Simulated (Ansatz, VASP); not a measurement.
**Two plane-wave programs on HgTe**

INCAR

```
PREC = Accurate ; ENCUT = 520
EDIFF = 1E-6 ; ISMEAR = 1
SIGMA = 0.15 ; LREAL = False
LASPH = True ; NELM = 80
ALGO = Normal ; ISIF = 2
LWAVE = False ; LCHARG = True
GGA = PE ; LELF = True
LVHAR = True ; NBANDS = 16
```

KPOINTS

```
regular mesh
0
Gamma
  6 6 6
```

Contents of POSCAR:

```
HgTe
1.0
    0.0000000000      2.9215000000      2.9215000000
    2.9215000000      0.0000000000      2.9215000000
    2.9215000000      2.9215000000      0.0000000000
Te Hg
1 1
Direct
    0.5000000000      0.5000000000      0.5000000000
    0.0000000000      0.0000000000      0.0000000000
```

Input for Ansatz:

```yaml
crystal:
  lattice:
    - [0.0, 2.9215, 2.9215]
    - [2.9215, 0.0, 2.9215]
    - [2.9215, 2.9215, 0.0]
  atoms:
    - { symbol: Te, position: [0.5, 0.5, 0.5] }
    - { symbol: Hg, position: [0.0, 0.0, 0.0] }
hamiltonian:
  xc: pbe
  pseudopotentials: { kind: paw }
basis:
  ecutwfc: 420
kpoints:
  mp_grid: { grid: [6, 6, 6] }
scf:
  occupations: { method: methfessel_paxton, width: 0.15 }
  lower_state_search: "off"
  max_iter: 80
output:
  forces: true
  stress: true
```

Alike in both runs: task single point; functional PBE; k mesh 6 × 6 × 6; occupations methfessel-paxton of order 1, width 0.15 eV; no spin polarisation.

```csv
,VASP,Ansatz
version,VASP 6.6.1,Ansatz 0.2.0
potentials or method,"VASP PAW PBE potentials, release 64 (Te, Hg)","PAW, plane waves, scalar-relativistic"
plane-wave cutoff (eV),520,420
valence electrons in the cell,18,36
```

```csv
,VASP,Ansatz,Ansatz less VASP
pressure (GPa),10.6,10.4,-0.24
```

The two sets of potentials don't hold the same shells in valence.

The runs have no spin-orbit coupling, so splittings on Hg, Te are missing.
